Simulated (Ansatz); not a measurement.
**KNbO3: do energies and stresses tell the same story?**

Computed with Ansatz 0.2.0, DFT PBE, scalar-relativistic, plane waves, PAW.

Settings: cutoff 420 eV, Γ-centred mesh 8×8×8 on the computed 5-atom cell, Gaussian smearing of 0.02 eV; no spin polarisation.

Relaxed cell: Pm-3m, a = 4.026 Å, b = 4.026 Å, c = 4.026 Å, α = 90.00°, β = 90.00°, γ = 90.00°, 5 atoms in the primitive cell. Whether it is the stable form of this composition wasn't checked.

Energies at zero smearing and pressures from the stress tensor, at volumes with shape and atoms relaxed:
| V (Å³/atom) | E − E(first) (meV/atom) | P (GPa) |
| --- | --- | --- |
| 11.489 | 0.00 | 29.87 |
| 11.881 | -61.17 | 20.45 |
| 12.273 | -101.20 | 12.48 |
| 12.664 | -123.23 | 5.72 |
| 13.056 | -130.00 | -0.01 |
| 13.448 | -123.89 | -4.87 |
| 13.839 | -106.82 | -8.98 |
| 14.362 | -69.93 | -13.49 |

Q: Check P = −dE/dV between neighbouring volumes, and get the bulk modulus from the pressures alone.

A: With 1 eV/Å³ = 160.2 GPa:
| middle V (Å³/atom) | −ΔE/ΔV (GPa) | mean P (GPa) |
| --- | --- | --- |
| 11.685 | 25.023 | 25.161 |
| 12.077 | 16.371 | 16.465 |
| 12.469 | 9.015 | 9.098 |
| 12.860 | 2.769 | 2.853 |
| 13.252 | -2.499 | -2.440 |
| 13.644 | -6.983 | -6.925 |
| 14.101 | -11.320 | -11.235 |

The two differ by 0.14 GPa at most. The mean of two end pressures misses the average over a step by about ΔV² P″/12, up to 0.13 GPa here; with that taken off 0.02 GPa remains. Around V = 13.056 Å³/atom, the two neighbours give B = −V ΔP/ΔV = 13.056 × 10.59 / 0.783 = 176.5 GPa, against B0 = 175.5 GPa from the Birch–Murnaghan fit of the energies.

Symmetry holds off the tilts and polar distortions that many cubic perovskites undergo.